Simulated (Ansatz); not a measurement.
**Relaxing MoSe₂**

Computed with DFT PBE, scalar-relativistic, plane waves, PAW (Ansatz). Run with 420 eV cutoff, 12×12×2 k-mesh, Gaussian smearing of 0.02 eV, no spin polarisation.

What was changed: biaxial strain in the a-b plane, c and atoms relaxed: -3.0 %.

Command:

```bash
ansatz run input.yaml --threads 1 --pin off --max-ram 2560MiB --backend cpu --events-out ev --progress --plain --runs-dir out
```

Input:

```yaml
crystal:
  lattice:
    - [3.2213017433, 0.0, 0.0]
    - [-1.6106508716, 2.7897291429, 0.0]
    - [0.0, 0.0, 15.0938492596]
  atoms:
    - { symbol: Mo, position: [0.6666666667, 0.3333333333, 0.75] }
    - { symbol: Mo, position: [0.3333333333, 0.6666666667, 0.25] }
    - { symbol: Se, position: [0.3333333333, 0.6666666667, 0.8599816959] }
    - { symbol: Se, position: [0.6666666667, 0.3333333333, 0.3599816959] }
    - { symbol: Se, position: [0.3333333333, 0.6666666667, 0.6400183041] }
    - { symbol: Se, position: [0.6666666667, 0.3333333333, 0.1400183041] }
basis:
  ecutwfc: 420
kpoints:
  mp_grid: { grid: [12, 12, 2] }
hamiltonian:
  xc: pbe
scf:
  occupations: { method: gaussian, width: 0.02 }
output:
  forces: true
  stress: true
  eigenvalues: true
relax:
  adjacent_minimum: "off"
  f_tol: 0.008
  max_steps: 40
  cell: { stress_tol: 0.015, fix: [a, b, gamma] }
```

F is the free energy. Steps run on the plane waves of an earlier cell, but the last one, and at times one on the way, on a freshly chosen basis, so a repeated geometry can differ a little in energy. The held parts of the cell keep their stress, so P needn't end at zero.

Steps:

```csv
step,F − F(1) (eV),largest force component (eV/Å),V (Å³/atom),P (GPa)
1,0.0000,0.774,22.607,7.55
2,-0.0195,0.605,22.683,1.22
3,-0.0677,0.036,22.609,3.87
4,-0.0679,0.002,22.648,4.03
5,-0.0680,0.008,22.700,4.05
6,-0.0681,0.021,22.982,4.04
7,-0.0681,0.013,23.116,3.98
8,-0.0680,0.001,23.208,3.91
9,-0.0680,0.000,23.238,3.90
10,-0.0685,0.000,23.238,3.89
```

Relaxed structure:

```cif
data_structure
_symmetry_space_group_name_H-M 'P 1'
_symmetry_Int_Tables_number 1
_cell_length_a 3.2213
_cell_length_b 3.2213
_cell_length_c 15.5149
_cell_angle_alpha 90.000
_cell_angle_beta 90.000
_cell_angle_gamma 120.000
_cell_volume 139.43
loop_
_atom_site_label
_atom_site_type_symbol
_atom_site_fract_x
_atom_site_fract_y
_atom_site_fract_z
_atom_site_occupancy
Mo1 Mo 0.66667 0.33333 0.75000 1
Mo2 Mo 0.33333 0.66667 0.25000 1
Se1 Se 0.33333 0.66667 0.85989 1
Se2 Se 0.66667 0.33333 0.35989 1
Se3 Se 0.33333 0.66667 0.64011 1
Se4 Se 0.66667 0.33333 0.14011 1
```

The structure is hexagonal, space group P6_3/mmc (No. 194). Conventional cell: a = 3.221 Å, b = 3.221 Å, c = 15.515 Å, α = 90.00°, β = 90.00°, γ = 120.00°. Mo (site symmetry -6m2) has 6 Se at 2.52 Å as nearest neighbours. Se (site symmetry 3m) is surrounded by 3 Mo at 2.52 Å.

The run converged. It took 85 s on 1 thread of Intel(R) Xeon(R) 6975P-C (Granite Rapids), on a shared host, peak memory 0.57 GiB.